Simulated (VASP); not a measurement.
Crystal: BaTiO3.

```
CELL_PARAMETERS angstrom
3.99980 0.00000 0.00000
0.00000 3.99980 0.00000
0.00000 0.00000 4.01800
ATOMIC_POSITIONS crystal
Ba 0.00000 0.00000 0.00000
Ti 0.50000 0.50000 0.49000
O 0.00000 0.50000 0.51700
O 0.50000 0.00000 0.51700
O 0.50000 0.50000 0.01900
```

```yaml
Program: VASP 6.6.1
Task: relaxation of cell and atoms
Functional: PBEsol
Dispersion: rVV10
Potentials_or_basis: VASP PAW PBE potentials, release 64 (Ba_sv, Ti_sv, O)
Cutoff: 600 eV
k_mesh: 7 × 7 × 7
Occupations: fermi-dirac, width 0.05 eV
Spin: no spin polarisation
```

At the start: pressure -2.8 GPa; volume 12.86 Å³/atom.

Where does the relaxation end?

Over 17 steps the energy falls by 3.2 meV/atom and the volume is 12.73 Å³/atom (-1.0 %); space group P4mm (No. 99, to 0.05 Å).

Step by step:
| step | energy change (eV) | largest force (eV/Å) | pressure (GPa) | volume (Å³) |
| --- | --- | --- | --- | --- |
| 1 | 0.0000 | 0.3148 | -2.80 | 64.28 |
| 2 | -0.0013 | 0.0920 | 3.43 | 62.21 |
| 3 | -0.0118 | 0.1234 | 0.30 | 63.20 |
| 4 | -0.0137 | 0.0734 | 0.20 | 63.29 |
| 5 | -0.0147 | 0.0770 | 0.10 | 63.40 |
| 6 | -0.0147 | 0.0806 | 0.10 | 63.41 |
| 7 | -0.0152 | 0.0485 | -0.06 | 63.50 |
| 8 | -0.0154 | 0.0380 | -0.19 | 63.59 |
| 9 | -0.0154 | 0.0431 | -0.23 | 63.62 |
| 10 | -0.0157 | 0.0419 | 0.04 | 63.56 |
| 11 | -0.0157 | 0.0416 | 0.14 | 63.53 |
| 12 | -0.0159 | 0.0279 | 0.04 | 63.58 |
| 13 | -0.0159 | 0.0242 | 0.04 | 63.59 |
| 14 | -0.0159 | 0.0300 | 0.00 | 63.60 |
| 15 | -0.0159 | 0.0299 | 0.01 | 63.60 |
| 16 | -0.0160 | 0.0128 | -0.02 | 63.62 |
| 17 | -0.0160 | 0.0021 | -0.02 | 63.63 |

Final structure:
```cif
data_structure
_symmetry_space_group_name_H-M 'P 1'
_symmetry_Int_Tables_number 1
_cell_length_a 3.9648
_cell_length_b 3.9648
_cell_length_c 4.0481
_cell_angle_alpha 90.000
_cell_angle_beta 90.000
_cell_angle_gamma 90.000
_cell_volume 63.63
loop_
_atom_site_label
_atom_site_type_symbol
_atom_site_fract_x
_atom_site_fract_y
_atom_site_fract_z
_atom_site_occupancy
Ba1 Ba 0.00000 0.00000 0.99959 1
Ti1 Ti 0.50000 0.50000 0.48376 1
O1 O 0.00000 0.50000 0.51628 1
O2 O 0.50000 0.00000 0.51628 1
O3 O 0.50000 0.50000 0.02710 1
```

Caveat: the PAW data sets were made with another functional, which shifts forces and pressure a little.
